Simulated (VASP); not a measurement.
A run of VASP 6.6.1:

File INCAR:

```
PREC = Accurate
ENCUT = 520
EDIFF = 1E-7
ISMEAR = 0
SIGMA = 0.02
LREAL = F
LASPH = T
NELM = 100
ALGO = Fast
ISIF = 3
LWAVE = F
LCHARG = F
GGA = PS
IBRION = 2
NSW = 80
EDIFFG = -0.002
KPAR = 4
```

The input KPOINTS:

```
Automatic mesh
0
Gamma
  8 8 8
```

File POSCAR:

```
InSb
1.0
    0.0000000000      3.2391000000      3.2391000000
    3.2391000000      0.0000000000      3.2391000000
    3.2391000000      3.2391000000      0.0000000000
In Sb
1 1
Direct
    0.0000000000      0.0000000000      0.0000000000
    0.2500000000      0.2500000000      0.2500000000
```

Potentials or basis: VASP PAW PBE potentials, release 64 (In_d, Sb).

Launch:

```bash
$ cat potpaw_PBE.64/In_d/POTCAR potpaw_PBE.64/Sb/POTCAR > POTCAR
$ mpirun -np 4 vasp_std > vasp.out
```

Hardware: 4 MPI ranks on Intel(R) Xeon(R) Platinum 8488C (Sapphire Rapids), on a shared host.

Problem. How long does it take, and how much memory?

Solution. It took 89 s on 4 MPI ranks on Intel(R) Xeon(R) Platinum 8488C (Sapphire Rapids) (shared host), peak memory 0.23 GiB a rank. Counts: scf iterations 84, k points 29, ion steps 13.
